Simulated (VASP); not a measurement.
# SnO, self-consistent run: which settings are enough?

SnO, P4/nmm (no. 129), 4 atoms in the cell. RevPBE; PAW potentials Sn_d, O (PBE set). VASP 6.6.1.

Wanted: energy within 0.2 meV/atom; levels at the zone centre within 0.003 eV.

What the run is for: comparing ways to start; Accuracy asked: tight.

Levels at the zone centre: counted from the valence top at that point.

POSCAR:
```
SnO
1.0
    3.8136952200      0.0000000000      0.0000000000
    0.0000000000      3.8136952200      0.0000000000
    0.0000000000      0.0000000000      4.8869133000
Sn O
2 2
Direct
    0.5000000000      0.0000000000      0.7646261400
    0.0000000000      0.5000000000      0.2353738600
    0.0000000000      0.0000000000      0.0000000000
    0.5000000000      0.5000000000      0.0000000000
```

## How the run starts (with a second run first, the time holds both)

| How the run starts (with a second run first, the time holds both) | Energy less reference (meV/atom) | Levels at the zone centre, largest deviation (eV) | Time (s) |
|---|---|---|---|
| from scratch: 15 SCF iterations | 0.00 | 0.0000 | 36 |
| density of a coarse mesh (ICHARG 1): 15 + 9 SCF iterations | 0.00 | 0.0002 | 34 |
| orbitals of a lower cutoff (ISTART 1): 15 + 6 SCF iterations | 0.00 | 0.0002 | 49 |
| orbitals of a loose run: 11 + 3 SCF iterations | 0.00 | 0.0001 | 27 |

Chosen: from scratch: 15 SCF iterations; no other choice that stays within the tolerance saves 30 % of the time.

The chosen settings are those of the reference run.

Values of the reference run: Levels at the zone centre: -3.207, 0, 2.058 eV from the valence top at Gamma.

## The input

INCAR:
```
SYSTEM = SnO
GGA = RE
ISMEAR = 0
SIGMA = 0.03
LWAVE = .False.
LCHARG = .False.
ISIF = 2
PREC = Accurate
LASPH = .True.
LREAL = .False.
ALGO = Normal
EDIFF = 1E-6
NELM = 120
GGA_COMPAT = .False.
ENCUT = 520
EFERMI = MIDGAP
```

KPOINTS:
```
k-points
0
Gamma
  6 6 5
```

Commands:
```
cat potpaw_PBE.64/Sn_d/POTCAR potpaw_PBE.64/O/POTCAR > POTCAR
mpirun -np 1 vasp_std > vasp.out
```

The chosen input took VASP 6.6.1 36 s on 1 core (Intel Xeon Platinum 8259CL @ 2.50GHz (Skylake/Cascade Lake)), a shared host.

## An input that fails: restart asked without its files

VASP's message: ERROR: charge density could not be read from file CHGCAR for ICHARG>10.

Changes against the starting input:
```
- NELM = 120
+ NELM = 60
+ ICHARG = 11
```
